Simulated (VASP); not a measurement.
**BeTe (CsCl): gaps by functional in VASP**

```
Be Te
1.0
     3.36506    0.00000    0.00000
     0.00000    3.36506    0.00000
     0.00000    0.00000    3.36506
Be Te
1 1
Direct
  0.00000 0.00000 0.00000
  0.50000 0.50000 0.50000
```

All runs share this cell. Band v is the last that the valence electrons fill when counted band by band, and c is the next. A negative gap between them is a band overlap, as in a metal.

| level | gap (eV) | least direct gap (eV) | pressure (GPa) |
| --- | --- | --- | --- |
| PBE | -2.66 | 0.16 | -0.4 |
| r²SCAN | -2.73 | 0.06 | 0.0 |
| LDA | -2.57 | 0.11 | -3.6 |
| PBEsol | -2.63 | 0.14 | -2.5 |
| PBE with spin–orbit coupling | -2.80 | 0.30 | – |
